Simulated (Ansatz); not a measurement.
input.yaml

```yaml
crystal:
  lattice:
    - [2.9375407162, -1.6934194167, -0.1275859897]
    - [2.9375407162, 1.6934194167, -0.1275859897]
    - [-1.9806375287, 0.0, 7.1113263377]
  atoms:
    - { symbol: F, position: [0.0779843973, 0.0779843973, 0.0949060498] }
    - { symbol: F, position: [0.9220156027, 0.9220156027, 0.9050939502] }
    - { symbol: F, position: [0.4995074289, 0.4995074289, 0.5957930447] }
    - { symbol: F, position: [0.5004925711, 0.5004925711, 0.4042069553] }
basis:
  ecutwfc: 500
kpoints:
  mp_grid: { grid: [8, 8, 4] }
  band_path: { path: [VBM, CBM], npoints: 2 }
hamiltonian:
  xc: r2scan
scf:
  occupations: { method: gaussian, width: 0.02 }
output:
  forces: false
  stress: false
  eigenvalues: true
checkpoint:
  read: start.run
  write: ck
  compress: false
  write_wavefunctions: false
  write_every: 100000
```

It can be run as
```bash
ansatz run input.yaml --threads 1 --pin off --backend cpu --events-out ev --progress --plain --runs-dir out  # memory cap (--max-ram) not shown
```

Theory: DFT r2SCAN, scalar-relativistic, plane waves, PAW (Ansatz).

Part of what the program printed, abridged:

```
Pseudopotentials: kind: paw
Pseudopotential: F, paw, valence charge 7, recommended cutoff 500 eV (meta_gga)
Functional definition: r2SCAN
Crystal: 4 atoms, lattice volume = 69.895 Å³
Basis set: ecut = 500 eV, 1787 PW (Γ), exchange–correlation on 100×100×216 points (64 copies of the dense FFT grid, shifted against one another)
Bands: 18, of which v1, the nominal top of the filled ones, is band 14 counted from 1 (13 counted from 0)
Symmetry: 4 space group operations
Space group: C2/m (ITA 12), of the structure as read, at distance tolerance 4.1e-5 Å
k-points: 78 of 256
Initial density: read from a saved state, or passed on in memory by an earlier SCF of this step, an earlier step, the calling program or the single point that the run made first
Stability of the state it starts from, as read at its close in the unpolarized treatment: not read negative (Ritz values of 1 − χ₀K, real part plus size of imaginary part, from 0.99 to 1.6, by its mixing steps under the symmetry group of the SCF that read it)
Initial wavefunctions: pseudopotential atomic-orbital guess
Functional: x = r2scan, c = r2scan; τ floored in thin density (d = 2e-4 eV/Å³)
SCF iter   1: F=—  HF=-3227.567393 eV  |F-HF|=—  |Δ(HF+E_count)|=         —  Δρ=4.71e-6  dr2=4.32e-9  dr2_τ=1.52e-9  ethr=3.33e-7  ⟨swp⟩=3.0  Hψ=9471  notcnv=0
SCF iter   2: F=-3227.567393 eV  HF=-3227.567393 eV  |F-HF|=5.86e-10  |Δ(HF+E_count)|=   1.91e-7  Δρ=1.84e-6  dr2=5.20e-10  dr2_τ=4.01e-10  ethr=1.54e-11  ⟨swp⟩=4.0  Hψ=4834  notcnv=0
SCF 1 converged in 2 iterations: F = -3227.567393 eV  dr2 = 5.20e-10
SCF converged after 2 iterations
Free energy (F): -3227.567393 eV
Harris-Foulkes:  -3227.567393 eV  (|F-HF|=5.86e-10)
Internal energy: -3227.567393 eV  (E = F + TS)
E sigma→0 (E₀):  -3227.567393 eV
Fermi energy:    -2.891441 eV
--- Per-component energies (eV) ---
  E_band       = -369.833388
  E_kinetic    = 811.855588
  E_local      = -2953.732803  (includes V_loc(G=0)·N_el)
  E_nonlocal   = 291.654469
  E_hartree    = 1084.795976
  E_xc         = -308.889805
  E_vxc        = -455.214891  (∫ρ·V_xc dr)
  E_paw        = -806.041002  (= ΣΔE_a)
  E_vpaw       = -269.150430  (= ΣTr[D̂ρ^β])
  E_aug_tail   = 0.003868  (compensation charges beyond the density's cutoff)
  E_vtau       = 35.158254  (kinetic-family band-sum trace: ∫τ·v_τ [+ j·A + Jᵃ·Aᵃ] dr)
  E_ewald      = -1347.088119
  E_core_change = -0.125566  (= ΣΔE_core)
  E_smearing   =  0.000000  (= −TS)
--- Band table (eV; the first three rows and the last of 78) ---
  k-point 0: bands = ["-30.6502", "-30.5527", "-24.4127", "-24.1557", "-11.0680", "-10.4160", "-8.2093", "-8.2006", "-8.1303", "-8.1204", "-5.0419", "-4.9253", "-4.8836", "-4.8161", "-1.0257", "-0.1090", "5.1387", "7.4928"]
  k-point 1: bands = ["-30.6396", "-30.5639", "-24.3758", "-24.1931", "-10.9783", "-10.5177", "-8.1966", "-8.1911", "-8.1329", "-8.1306", "-5.0229", "-4.9093", "-4.9092", "-4.8314", "-0.9000", "-0.2555", "5.3766", "6.8324"]
  k-point 2: bands = ["-30.6242", "-30.5799", "-24.2987", "-24.2708", "-10.7707", "-10.7373", "-8.1805", "-8.1760", "-8.1463", "-8.1391", "-4.9803", "-4.9583", "-4.8769", "-4.8632", "-0.6005", "-0.5751", "5.9835", "6.0104"]
  k-point 77: bands = ["-30.5652", "-30.5186", "-24.2751", "-24.2526", "-10.7667", "-10.7426", "-8.7447", "-8.7104", "-8.3217", "-8.2972", "-5.1616", "-5.1028", "-4.9101", "-4.8881", "-0.4956", "-0.4760", "9.3503", "9.5584"]
```

The run converged.

The run starts from the saved density of an earlier one, so iterations and time are fewer than from atoms.

The cell holds molecules, and r2SCAN describes their binding at middle range but leaves out its long-range dispersion part.